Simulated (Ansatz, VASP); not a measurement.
# S: VASP beside Ansatz

```
S
1.0
     3.94195    0.00000    0.00000
    -1.97098    3.41383    0.00000
     0.00000    0.00000    6.56748
S
4
Cartesian
  0.0000 0.0000 1.6419
  0.0000 0.0000 4.9256
  0.0000 2.2759 4.9256
  1.9710 1.1379 1.6419
```

Alike in both runs: task relaxation of cell and atoms; functional PBEsol; k mesh 15 × 15 × 8; occupations gaussian, width 0.1 eV; no spin polarisation.

```csv
,VASP,Ansatz
version,VASP 6.6.1,Ansatz 0.2.0
potentials or method,"VASP PAW PBE potentials, release 64 (S)","scalar-relativistic, plane waves, PAW"
plane-wave cutoff (eV),600,420
valence electrons in the cell,24,24
```

```tsv
	VASP	Ansatz	Ansatz less VASP
gap on the k mesh at the Fermi level, each at its own relaxed structure (eV)	none	none	-
relaxed volume (Å³/atom)	22.13	22.09	-0.031
relaxed cell length with the largest relative difference (Å)	3.944	3.942	-0.0025
```

A gap of «none» marks a metal or a gap that the smearing closes.

Caveats: the PAW data sets were made with another functional, which shifts forces and pressure a little (VASP); this functional lacks dispersion, which binds the layers, so the pressure and a relaxed spacing across them are unreliable.
